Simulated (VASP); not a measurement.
CdS (Greenockite):

```
Cd S
1.0
     4.15000    0.00000    0.00000
    -2.07500    3.59401    0.00000
     0.00000    0.00000    6.73700
Cd S
2 2
Direct
  0.33333 0.66667 0.00000
  0.66667 0.33333 0.50000
  0.33333 0.66667 0.37500
  0.66667 0.33333 0.87500
```

```yaml
Program: VASP 6.6.1
Task: relaxation of cell and atoms
Functional: LDA
Potentials_or_basis: VASP PAW LDA potentials, release 64 (Cd, S)
Cutoff: 600 eV
k_mesh: 9 × 9 × 4
Occupations: gaussian, width 0.03 eV
Spin: no spin polarisation
```

At the start: pressure -2.7 GPa; volume 25.12 Å³/atom.

Question: How do energy, volume and symmetry change on relaxing?

Answer: Over 6 steps the energy falls by 9.9 meV/atom and the volume is 24.03 Å³/atom (-4.3 %); space group P6_3mc (No. 186, to 0.05 Å).

Step by step:
| step | energy change (eV) | largest force (eV/Å) | pressure (GPa) | volume (Å³) |
| --- | --- | --- | --- | --- |
| 1 | 0.0000 | 0.0637 | -2.70 | 100.48 |
| 2 | -0.0331 | 0.0043 | 1.24 | 94.45 |
| 3 | -0.0393 | 0.0187 | 0.01 | 96.10 |
| 4 | -0.0393 | 0.0175 | 0.08 | 96.01 |
| 5 | -0.0394 | 0.0006 | -0.06 | 96.18 |
| 6 | -0.0394 | 0.0039 | -0.01 | 96.14 |

Final structure:
```cif
data_structure
_symmetry_space_group_name_H-M 'P 1'
_symmetry_Int_Tables_number 1
_cell_length_a 4.0835
_cell_length_b 4.0835
_cell_length_c 6.6574
_cell_angle_alpha 90.000
_cell_angle_beta 90.000
_cell_angle_gamma 120.000
_cell_volume 96.14
loop_
_atom_site_label
_atom_site_type_symbol
_atom_site_fract_x
_atom_site_fract_y
_atom_site_fract_z
_atom_site_occupancy
Cd1 Cd 0.33333 0.66667 0.99957 1
Cd2 Cd 0.66667 0.33333 0.49957 1
S1 S 0.33333 0.66667 0.37543 1
S2 S 0.66667 0.33333 0.87543 1
```
